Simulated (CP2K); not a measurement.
## PbSe under changes of volume

One of the cells (27.098 Å³/atom); the others are scaled copies at fixed shape and fractional positions:

```
Pb Se
1.0
     3.78432    0.00000    0.00000
     0.00000    3.78432    0.00000
     0.00000    0.00000    3.78432
Pb Se
1 1
Cartesian
  0.0000 0.0000 0.0000
  1.8922 1.8922 1.8922
```

Measurements of this composition are mostly on another form, of space group No. 225.

| Property | Result |
| --- | --- |
| Program | CP2K 2026.2 |
| Functional | PBEsol |
| Potentials or basis | POTENTIAL_UZH Pb GTH-PBE-q4, Se GTH-PBE-q6; TZVP-MOLOPT-PBE-GTH basis |
| Density cutoff | 6123 eV |
| k mesh | 7 × 7 × 7 |
| Occupations | fermi-dirac, width 0.1 eV |
| Spin | no spin polarisation |

| volume (Å³/atom) | energy over the lowest point (meV/atom) | pressure (GPa) |
| --- | --- | --- |
| 25.472 | 9.57 | 2.8 |
| 26.014 | ? | ? |
| 26.556 | 0.00 | 0.2 |
| 27.098 | 1.38 | -0.9 |
| 27.640 | 6.25 | -1.9 |
| 28.182 | 14.21 | -2.8 |
| 28.724 | 24.90 | -3.5 |

**Question.** What does the run at 26.014 Å³/atom give?

**Answer.** Energy over the lowest point 2.56 meV/atom; pressure 1.4 GPa.

Worked out: A Birch-Murnaghan fit of order 3 (a polynomial in V^(-2/3)) to the other rows has its minimum at 26.63 Å³/atom with B0 = V·E''(V) = 56 GPa and B' = 5.0. It gives 2.56 meV/atom at 26.014 Å³/atom, against the run's 2.56, and -dE/dV = 1.4 GPa, against 1.4.

Energies are extrapolated to zero smearing.

Caveats: the potentials were made for another functional, which shifts forces and pressure; the basis of atomic orbitals isn't converged, which shifts pressures, moduli and gaps.
